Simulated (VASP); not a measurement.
InP: relaxation of cell and atoms with PBEsol

Crystal: InP.

```xyz
2
Lattice="0.0000 2.9305 2.9305 2.9305 0.0000 2.9305 2.9305 2.9305 0.0000" Properties=species:S:1:pos:R:3 pbc="T T T"
In    0.0000    0.0000    0.0000
P     1.4652    1.4652    1.4652
```

* Program: VASP 6.6.1
* Task: relaxation of cell and atoms
* Functional: PBEsol
* Potentials or basis: VASP PAW PBE potentials, release 64 (In_d, P)
* Cutoff: 600 eV
* k mesh: 8 × 8 × 8
* Occupations: gaussian, width 0.03 eV
* Spin: no spin polarisation
* Further INCAR settings: ALGO = Normal; EDIFF = 1e-06; IBRION = 2; EDIFFG = -0.01; NSW = 90; ISIF = 3

| Property | Result |
| --- | --- |
| Relaxed volume | 25.39 Å³/atom |
| Relaxed cell | a = 4.157 Å, b = 4.157 Å, c = 4.157 Å, α = 60.00°, β = 60.00°, γ = 60.00° |
| Space group after relaxing (to 0.05 Å) | F-43m (No. 216) |
| Energy gained by relaxing | 0.4 meV/atom |
| Ionic steps | 3 |
| Pressure after relaxing | 0.0 GPa |
| Band gap on the k mesh | 0.57 eV, direct |

Step by step:
```
step  energy change (eV)  largest force (eV/Å)  pressure (GPa)  volume (Å³)
   1              0.0000                0.0000            0.61        50.33
   2             -0.0006                0.0000           -0.30        51.04
   3             -0.0009                0.0000           -0.01        50.79
```

Final structure:
```cif
data_structure
_symmetry_space_group_name_H-M 'P 1'
_symmetry_Int_Tables_number 1
_cell_length_a 4.1568
_cell_length_b 4.1568
_cell_length_c 4.1568
_cell_angle_alpha 60.000
_cell_angle_beta 60.000
_cell_angle_gamma 60.000
_cell_volume 50.79
loop_
_atom_site_label
_atom_site_type_symbol
_atom_site_fract_x
_atom_site_fract_y
_atom_site_fract_z
_atom_site_occupancy
In1 In 0.00000 0.00000 0.00000 1
P1 P 0.25000 0.25000 0.25000 1
```

Levels at points of the mesh, in eV from the valence-band top:
```csv
k point,band 7,band 8,band 9,band 10,band 11,band 12
"(0.00, 0.00, 0.00)",0.00,0.00,0.00,0.57,4.02,4.02
"(0.50, 0.00, 0.00)",-5.75,-0.97,-0.97,1.38,4.73,4.73
"(0.50, 0.50, 0.00)",-5.78,-2.32,-2.32,1.65,2.17,9.04
```

Wall time 44 s on 1 thread of Intel(R) Xeon(R) Platinum 8259CL CPU @ 2.50GHz (Skylake/Cascade Lake), with other jobs on the host, peak memory 0.22 GiB.

Caveat: the PAW data sets were made with another functional, which shifts forces and pressure a little; spin-orbit coupling is left out, which moves the levels of the heavy elements. Zero-point motion and thermal expansion aren't in these numbers.
